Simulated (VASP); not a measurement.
Set up this calculation in VASP 6.6.1, as the native input.

```yaml
Task: relaxation of cell and atoms
Functional: PBE
Potentials_or_basis: VASP PAW PBE potentials, release 64 (Zr_sv, N)
Cutoff: 600 eV
k_mesh: 14 × 14 × 14
Occupations: methfessel-paxton, width 0.1 eV
Spin: no spin polarisation
Further_INCAR_settings: ALGO = Normal; EDIFF = 1e-06; IBRION = 2; EDIFFG = -0.01; NSW = 60; ISIF = 3
```

The structure of ZrN lies in POSCAR:

```
ZrN
1.0
    0.0000000000      2.3000000000      2.3000000000
    2.3000000000      0.0000000000      2.3000000000
    2.3000000000      2.3000000000      0.0000000000
Zr N
1 1
Direct
    0.5000000000      0.5000000000      0.5000000000
    0.0000000000      0.0000000000      0.0000000000
```

The input as run:

INCAR

```
ALGO = Normal ; EDIFF = 1E-6
EDIFFG = -0.01 ; ENCUT = 600
GGA = PE ; IBRION = 2
ISIF = 3 ; ISMEAR = 1
KPAR = 4 ; LASPH = T
LCHARG = F ; LREAL = F
LWAVE = F ; NELM = 60
NSW = 60 ; PREC = Accurate
PSTRESS = 0 ; SIGMA = 0.1
```

KPOINTS

```
k-points
0
Gamma
  14 14 14
```

Potentials or basis: VASP PAW PBE potentials, release 64 (Zr_sv, N).

Run with:

```console
$ cat potpaw_PBE.64/Zr_sv/POTCAR potpaw_PBE.64/N/POTCAR > POTCAR
$ mpirun -np 4 vasp_std > vasp.out
```

Results of the run:

```yaml
Relaxed_volume: 12.13 Å³/atom
Relaxed_cell: a = 3.250 Å, b = 3.250 Å, c = 3.250 Å, α = 60.00°, β = 60.00°, γ = 60.00°
Space_group_after_relaxing_to_0.05_Å: Fm-3m (No. 225)
Energy_gained_by_relaxing: 0.1 meV/atom
Ionic_steps: 3
Pressure_after_relaxing: 0.0 GPa
Band_gap_on_the_k_mesh: none (metal or under the smearing width)
```

It took 28 s on 4 MPI ranks on Intel(R) Xeon(R) Platinum 8488C (Sapphire Rapids) (shared host), peak memory 0.18 GiB a rank.
